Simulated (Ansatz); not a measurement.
**Ge — ⁷³Ge NMR of the central transition**

Cell: an entry of the Crystallography Open Database (COD), atoms as given.

Space group P4_32_12 (No. 96); a = 5.9300, c = 6.9800 Å.

```
site  Wyckoff  site symmetry       x       y       z
 Ge1       4a            ..2  0.0912  0.0912  0.0000
 Ge5       8b              1  0.1730  0.3784  0.2486
```

One atom of each set is listed.

Computed with Ansatz: DFT, PBE, plane waves and PAW (field gradients read without the response of the frozen cores, which leaves them typically 4 to 6 % off), scalar-relativistic, 420 eV cutoff, Γ-centred 6×6×5 k-points, Fermi–Dirac smearing 0.05 eV.

⁷³Ge has I = 9/2 and Q = -196.0 mb (Pyykkö 2018); at 11.7 T its Larmor frequency is ν₀ = 17.4 MHz. Only the quadrupole interaction is simulated: positions count from each site's isotropic chemical shift, and shift anisotropy, dipolar and J coupling are left out.

(1) Give C_Q, η, the quadrupolar product P_Q = |C_Q|(1 + η²/3)^½, the second-order isotropic shift and the breadth of the pattern (static powder) for each Ge site.

Results:

(1) 

| site | first shell | C_Q (MHz) | η | P_Q (MHz) | δ_QIS (ppm) | breadth (kHz) |
| --- | --- | --- | --- | --- | --- | --- |
| Ge1 | 4 Ge at 2.48–2.49 Å | -25.2 | 0.64 | 26.9 | -3303 | 416 |
| Ge5 | 4 Ge at 2.48–2.49 Å | -20.3 | 0.88 | 22.7 | -2364 | 308 |

δ_QIS = −(ν_Q²/30ν₀²)[I(I+1) − 3/4](1 + η²/3) × 10⁶ ppm with ν_Q = 3|C_Q|/[2I(2I−1)]; it falls as 1/B₀² in ppm, and the breadth as 1/B₀ in kHz.

The values hang on the deposited positions: relaxing the atoms moves V_zz on Ge1 from 5.32 to 4.31, on Ge5 from 4.27 to 5.65.

Hardware: 1 thread of AMD EPYC 9R45 (Zen 5) (x86_64; 16 cores open to the job, memory cap 3.0 GiB, no GPU), a shared host with a load of 0.2 a core. Wall time 25 s, CPU time 24 s, peak memory 0.82 GiB.
